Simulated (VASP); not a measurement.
# KI (Pm-3m) in VASP: equation of state

Aim: energy against volume of KI in PBE, for its equilibrium volume and stiffness.

Everything below comes from runs of VASP 6.6.1. Logs are shortened: lines on timing, memory, paths and dates and some standing lists are left out, and cuts for length are marked.

## Step 1: The crystal as given

The structure is cubic, space group Pm-3m (No. 221). Conventional cell: a = 4.291 Å, b = 4.291 Å, c = 4.291 Å, α = 90.00°, β = 90.00°, γ = 90.00°. I (site symmetry m-3m) is surrounded by 8 K at 3.72 Å. K (site symmetry m-3m) has 8 I at 3.72 Å as nearest neighbours.

Measurements of this composition are mostly on another form, of space group No. 225.

## Step 2: Equation of state, PBE, 37.14 Å³/atom (volume scaled by 0.94)

Input file INCAR:

```
PREC     = Accurate       # precision mode
ENCUT    = 520            # plane-wave cutoff, eV
EDIFF    = 1E-7           # SCF threshold, eV
ISMEAR   = -1             # smearing method
SIGMA    = 0.05           # smearing width, eV
LREAL    = False          # projectors in reciprocal space
LASPH    = True           # aspherical terms in the spheres
NELM     = 80             # most SCF steps
ALGO     = Normal         # electronic algorithm
ISIF     = 2              # what is computed and relaxed
LWAVE    = False          # write WAVECAR
LCHARG   = False          # write CHGCAR
GGA      = PE             # functional
NBANDS   = 15             # bands
```

Input file KPOINTS:

```
regular mesh
0
Gamma
  6 6 6
```

Input file POSCAR:

```
KI
1.0
    4.2035966379      0.0000000000      0.0000000000
    0.0000000000      4.2035966379      0.0000000000
    0.0000000000      0.0000000000      4.2035966379
I K
1 1
Direct
    0.5000000000      0.5000000000      0.5000000000
    0.0000000000      0.0000000000      0.0000000000
```

Potentials or basis: VASP PAW PBE potentials, release 64 (I, K_sv).

The run is started by

```console
$ cat potpaw_PBE.64/I/POTCAR potpaw_PBE.64/K_sv/POTCAR > POTCAR
$ mpirun -np 1 vasp_std > vasp.out
```

OUTCAR:

```text
PREC = Accurate
   ENCUT = 520
   EDIFF = 1E-7
   ISMEAR = -1
   LREAL = False
   LASPH = True
   NELM = 80
   ISIF = 2
   GGA = PE

 ion  position               nearest neighbor table
   1  0.500  0.500  0.500-   2 3.64   2 3.64   2 3.64   2 3.64   2 3.64   2 3.64   2 3.64   2 3.64

   2  0.000  0.000  0.000-   1 3.64   1 3.64   1 3.64   1 3.64   1 3.64   1 3.64   1 3.64   1 3.64

  LATTYP: Found a simple cubic cell.
 ALAT       =     4.2035966379

  Lattice vectors:

 A1 = (   4.2035966379,   0.0000000000,   0.0000000000)
 A2 = (   0.0000000000,   4.2035966379,   0.0000000000)
 A3 = (   0.0000000000,   0.0000000000,   4.2035966379)

Analysis of symmetry for initial positions (statically):
=====================================================================
 Subroutine PRICEL returns:
 Original cell was already a primitive cell.

 Routine SETGRP: Setting up the symmetry group for a
 simple cubic supercell.

 Subroutine GETGRP returns: Found 48 space group operations
 (whereof 48 operations were pure point group operations)
 out of a pool of 48 trial point group operations.

The static configuration has the point symmetry O_h .

Analysis of symmetry for dynamics (positions and initial velocities):
=====================================================================
 Subroutine PRICEL returns:
 Original cell was already a primitive cell.

 Routine SETGRP: Setting up the symmetry group for a
 simple cubic supercell.

 Subroutine GETGRP returns: Found 48 space group operations
 (whereof 48 operations were pure point group operations)
 out of a pool of 48 trial point group operations.

The dynamic configuration has the point symmetry O_h .

 Subroutine INISYM returns: Found 48 space group operations
 (whereof 48 operations are pure point group operations),
 and found     1 'primitive' translations

----------------------------------------------------------------------------------------

                                     Primitive cell

  volume of cell :      74.2785

  direct lattice vectors                    reciprocal lattice vectors
     4.203596638  0.000000000  0.000000000     0.237891522  0.000000000  0.000000000
     0.000000000  4.203596638  0.000000000     0.000000000  0.237891522  0.000000000
     0.000000000  0.000000000  4.203596638     0.000000000  0.000000000  0.237891522

  length of vectors
     4.203596638  4.203596638  4.203596638     0.237891522  0.237891522  0.237891522

  position of ions in fractional coordinates (direct lattice)
     0.500000000  0.500000000  0.500000000
     0.000000000  0.000000000  0.000000000
[... 84 lines left out ...]
   NUPDOWN=      -1.0000    fix difference up-down
   EMIN   =  10.00;   EMAX   =-10.00  energy-range for DOS
   EFERMI =   0.00;   METHOD = LEGACY
   ISMEAR =    -1;   SIGMA  =   0.05  broadening in eV -4-tet -1-fermi 0-gaus
   EFERMI_NEDOS =   21; number of points for ismear=-14 and -15
   IALGO  =     38    algorithm
   IMIX   =      4    mixing-type and parameters
     AMIX     =   0.40;   BMIX     =  1.00
     AMIX_MAG =   1.60;   BMIX_MAG =  1.00
  volume/ion in A,a.u.               =      37.14       250.63
  Fermi-wavevector in a.u.,A,eV,Ry     =   0.981357  1.854496 13.103254  0.963062
  Thomas-Fermi vector in A             =   2.112358
   LORBIT       =      0    0 simple, 1 ext, 2 COOP (PROOUT), +10 PAW based schemes
   GGA     = PE    functional components
   LHFCALC =     F    Hartree Fock is set to
   AEXX    =    0.0000 exact exchange contribution
   IVDW    =     0    specifies the selected vdW correction
   LEPSILON=     F    determine dielectric tensor
   LRPA    =     F    only Hartree local field effects (RPA)
 non-spin polarized calculation
  energy-cutoff  :      520.00
  volume of cell :       74.28
 maximum number of plane-waves:      2016
 NGX is ok and might be reduce to    32
   NGX = 15   NGY = 15   NGZ = 15

 number of electron      15.9999996 magnetization

 Free energy of the ion-electron system (eV)
  ---------------------------------------------------
  ext. energy  EPLUGINS =         0.00000000
  ---------------------------------------------------
  free energy    TOTEN  =        -5.39067606 eV

  energy without entropy =       -5.39067606  energy(sigma->0) =       -5.39067606

 E-fermi :   2.3565     XC(G=0):  -7.9647

 val. band max:        1.3046200952   @ k =   0.5000   0.5000   0.0000
 cond. band min:       4.8002215122   @ k =   0.0000   0.0000   0.0000
 fundamental gap:      3.4956014170
 Fermi energy:         2.3565395807

 k-point     1 :       0.0000    0.0000    0.0000
  band No.  band energies     occupation
      1     -28.0267      2.00000
      2     -11.4811      2.00000
      3     -11.4811      2.00000
      4     -11.4811      2.00000
      5     -10.0273      2.00000
      6       0.9078      2.00000
      7       0.9078      2.00000
      8       0.9078      2.00000
      9       4.8002      0.00000
     10       5.9345      0.00000
     11       5.9345      0.00000
     12       9.7586      0.00000
     13       9.7586      0.00000
     14       9.7586      0.00000
[... 329 lines left out ...]
      2     -11.5603      2.00000
      3     -11.5603      2.00000
      4     -11.5603      2.00000
      5      -9.4090      2.00000
      6      -0.5457      2.00000
      7      -0.5457      2.00000
      8      -0.5457      2.00000
      9       6.9665      0.00000
     10       6.9665      0.00000
     11       6.9665      0.00000
     12      10.3757      0.00000
     13      10.3757      0.00000
     14      10.3757      0.00000
     15      10.8086      0.00000

------------------------ aborting loop because EDIFF is reached ----------------------------------------

  FORCE on cell =-STRESS in cart. coord.  units (eV):
  Direction    XX          YY          ZZ          XY          YZ          ZX
  --------------------------------------------------------------------------------------
  -------------------------------------------------------------------------------------
  Total        0.7248402      0.7248402      0.7248402     -0.0000000     -0.0000000      0.0000000
  in kB       15.6347066     15.6347066     15.6347066     -0.0000000     -0.0000000      0.0000000
  external PRESSURE =      15.6347066 kB  Pullay stress =       0.0000000 kB

 VOLUME and BASIS-vectors are now :
 -----------------------------------------------------------------------------
  energy-cutoff  :      520.00
  volume of cell :       74.28
      direct lattice vectors                 reciprocal lattice vectors
     4.203596638  0.000000000  0.000000000     0.237891522  0.000000000  0.000000000
     0.000000000  4.203596638  0.000000000     0.000000000  0.237891522  0.000000000
     0.000000000  0.000000000  4.203596638     0.000000000  0.000000000  0.237891522

 POSITION                                       TOTAL-FORCE (eV/Angst)
 -----------------------------------------------------------------------------------
      2.10180      2.10180      2.10180         0.000000      0.000000      0.000000
      0.00000      0.00000      0.00000         0.000000      0.000000      0.000000
 -----------------------------------------------------------------------------------
    total drift:                                0.000000      0.000000     -0.000000

  FREE ENERGIE OF THE ION-ELECTRON SYSTEM (eV)
  ---------------------------------------------------
  free  energy   TOTEN  =        -5.3906760565 eV

  energy  without entropy=       -5.3906760564  energy(sigma->0) =       -5.39067606
```

stdout:

```text
POSCAR found type information on POSCAR I K
 POSCAR found :  2 types and       2 ions
 scaLAPACK will be used
 LDA part: xc-table for (Slater+PW92), standard interpolation
 POSCAR, INCAR and KPOINTS ok, starting setup
 FFT: planning ... GRIDC
 FFT: planning ... GRID_SOFT
 FFT: planning ... GRID
 WAVECAR not read
 entering main loop
```

Run time: 8.6 s. Hardware: 1 thread of Intel Xeon 6975P-C (Granite Rapids), shared host; peak memory 0.18 GiB.

Results:

| Item | Value |
| --- | --- |
| Free energy | -5.3907 eV |
| Pressure | 1.6 GPa |
| Band gap on the k mesh | 3.50 eV, indirect (least direct gap 3.85 eV) |

Caveat: spin-orbit coupling is left out, which moves the levels of the heavy elements.

## Step 3: Equation of state, PBE, 37.93 Å³/atom (volume scaled by 0.96)

Input file INCAR:

```
SYSTEM = KI
PREC = Accurate
ENCUT = 520
EDIFF = 1E-7
ISMEAR = -1
SIGMA = 0.05
LREAL = .False.
LASPH = .True.
NELM = 60
ALGO = Normal
ISIF = 2
LWAVE = .False.
LCHARG = .False.
GGA = PE
NBANDS = 15
```

Input file KPOINTS:

```
regular mesh
0
Gamma
  6 6 6
  0 0 0
```

Input file POSCAR:

```
KI
1.0
    4.2332004065      0.0000000000      0.0000000000
    0.0000000000      4.2332004065      0.0000000000
    0.0000000000      0.0000000000      4.2332004065
I K
1 1
Direct
    0.5000000000      0.5000000000      0.5000000000
    0.0000000000      0.0000000000      0.0000000000
```

Potentials or basis: VASP PAW PBE potentials, release 64 (I, K_sv).

The run is started by

```console
$ cat potpaw_PBE.64/I/POTCAR potpaw_PBE.64/K_sv/POTCAR > POTCAR
$ mpirun -np 1 vasp_std > vasp.out
```

Run time: 8.2 s. Hardware: 1 thread of Intel Xeon 6975P-C (Granite Rapids), shared host; peak memory 0.18 GiB.

The run converged. Its results:

- Free energy: -5.4043 eV
- Pressure: 1.2 GPa
- Band gap on the k mesh: 3.44 eV, indirect (least direct gap 3.82 eV)

Caveat: spin-orbit coupling is left out, which moves the levels of the heavy elements.

[end of part 1 of 2]
